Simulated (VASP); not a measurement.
Given:

```
CELL_PARAMETERS angstrom
      0.00000     3.01000     3.01000
      3.01000     0.00000     3.01000
      3.01000     3.01000     0.00000
ATOMIC_POSITIONS crystal
  Li 0.00000 0.00000 0.00000
  I  0.50000 0.50000 0.50000
```

These are r2SCAN meta-GGA, VASP's PBE PAW potentials (set 64) (plane waves; VASP) values and carry that method's errors. Numerical set-up: 520 eV cut-off, 7×7×7 Γ-centred mesh, Gaussian smearing of 0.050 eV, potentials Li_sv I.

The ions, cell shape and volume are relaxed. Which structure does the run end with?

```
CELL_PARAMETERS angstrom
      0.00000     2.99762     2.99762
      2.99762     0.00000     2.99762
      2.99762     2.99762     0.00000
ATOMIC_POSITIONS crystal
  Li 0.00000 0.00000 0.00000
  I  0.50000 0.50000 0.50000
```
Space group Fm-3m (225), at a tolerance of 0.03 Å.

How do energy and volume change from the first to the last step?

The energy (σ→0) changes by -0.4 meV/atom and the volume by -1.2 %, in 4 ionic steps.

The compound is LiI in the rock salt structure. This run relaxes it. Symmetry was kept, so distortions that lower it aren't found.
